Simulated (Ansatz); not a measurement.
Crystal: BaTiO3.

```
CELL_PARAMETERS angstrom
3.99980 0.00000 0.00000
0.00000 3.99980 0.00000
0.00000 0.00000 4.01800
ATOMIC_POSITIONS crystal
Ba 0.00000 0.00000 0.00000
Ti 0.50000 0.50000 0.49000
O 0.00000 0.50000 0.51700
O 0.50000 0.00000 0.51700
O 0.50000 0.50000 0.01900
```

| Quantity | Value |
| --- | --- |
| Program | Ansatz 0.2.0 |
| Task | relaxation of cell and atoms |
| Functional | PBE |
| Potentials or basis | Ansatz PAW |
| Cutoff | 420 eV (not typed: the program's choice for these potentials) |
| k mesh | 7 × 7 × 7 |
| Occupations | fermi-dirac, width 0.05 eV |
| Spin | no spin polarisation |

At the start: volume 12.86 Å³/atom.

Problem. Where does the relaxation end?

Solution. It ends after 12 steps and the volume is 13.34 Å³/atom (+3.8 %); space group P4mm (No. 99, to 0.05 Å).

The path:
```tsv
step	energy change (eV)	largest force (eV/Å)	volume (Å³)
1	0.0000	0.3106	64.28
2	-0.0081	0.3192	65.43
3	-0.0101	0.2742	65.39
4	-0.0176	0.2862	65.33
5	-0.0244	0.2458	66.57
6	-0.0300	0.0201	66.11
7	-0.0301	0.0261	66.24
8	-0.0298	0.0039	66.37
9	-0.0403	0.0039	66.37
10	-0.0402	0.0017	66.64
11	-0.0400	0.0009	66.71
12	-0.0413	0.0007	66.71
```

Final structure:
```
CELL_PARAMETERS angstrom
3.98622 0.00000 0.00000
0.00000 3.98622 0.00000
0.00000 0.00000 4.19805
ATOMIC_POSITIONS crystal
Ba 0.00000 0.00000 0.98957
Ti 0.50000 0.50000 0.47229
O 0.00000 0.50000 0.52028
O 0.50000 0.00000 0.52028
O 0.50000 0.50000 0.04057
```

Caveat: the plane-wave basis is chosen anew once the cell has moved, so the energies of steps on either side of that aren't comparable; the pressure holds a Pulay correction of +0.5 GPa for the finite cutoff.
